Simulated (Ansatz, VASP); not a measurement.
One calculation of N, two programs

Contents of INCAR:

```
SYSTEM = N
ALGO = Normal
EDIFF = 1E-6
ENCUT = 520
GGA = PE
ISIF = 2
ISMEAR = 0
IVDW = 12
LASPH = .TRUE.
LCHARG = .FALSE.
LREAL = .FALSE.
LWAVE = .FALSE.
NBANDS = 12
NELM = 100
PREC = Accurate
SIGMA = 0.1
```

The input KPOINTS:

```
k-points
0
G
  9 9 6
  0 0 0
```

POSCAR

```
N
1.0
    2.1597858403      0.0000000000      0.0000000000
   -1.0798929202      1.8704294044      0.0000000000
    0.0000000000      0.0000000000      3.5776992715
N
2
Direct
    0.3333333333      0.6666666667      0.2500000000
    0.6666666667      0.3333333333      0.7500000000
```

Input for Ansatz:

```yaml
crystal:
  lattice:
    - [2.1597858403, 0.0, 0.0]
    - [-1.0798929202, 1.8704294044, 0.0]
    - [0.0, 0.0, 3.5776992715]
  atoms:
    - { symbol: "N", position: [0.3333333333, 0.6666666667, 0.25] }
    - { symbol: "N", position: [0.6666666667, 0.3333333333, 0.75] }
basis:
  ecutwfc: 420
kpoints:
  mp_grid: { grid: [9, 9, 6] }
hamiltonian:
  xc: pbe
  dispersion: d3bj
scf:
  occupations: { method: gaussian, width: 0.1 }
output:
  forces: true
  stress: true
  eigenvalues: true
```

Alike in both runs: task single point; functional PBE; dispersion D3(BJ); k mesh 9 × 9 × 6; occupations gaussian, width 0.1 eV; no spin polarisation.

|  | VASP | Ansatz |
| --- | --- | --- |
| version | VASP 6.6.1 | Ansatz 0.2.0 |
| potentials or method | VASP PAW PBE potentials, release 64 (N) | scalar-relativistic, plane waves, PAW |
| plane-wave cutoff (eV) | 520 | 420 |
| valence electrons in the cell | 10 | 10 |

VASP gave:

| Item | Value |
| --- | --- |
| gap on the k mesh at the Fermi level (eV) | none |
| pressure (GPa) | 7.6 |
| largest component of the traceless stress (GPa) | 0.68 |

Task: What did Ansatz give for the same quantities?

Result: gap on the k mesh at the Fermi level (eV): none; pressure (GPa): 7.9; largest component of the traceless stress (GPa): 0.78.

A gap of «none» marks a metal or a gap that the smearing closes.

Caveats: the k mesh is coarse (spacing up to 0.37 Å⁻¹), so the values aren't converged; pairwise dispersion overbinds metals, which lowers pressure and volume.
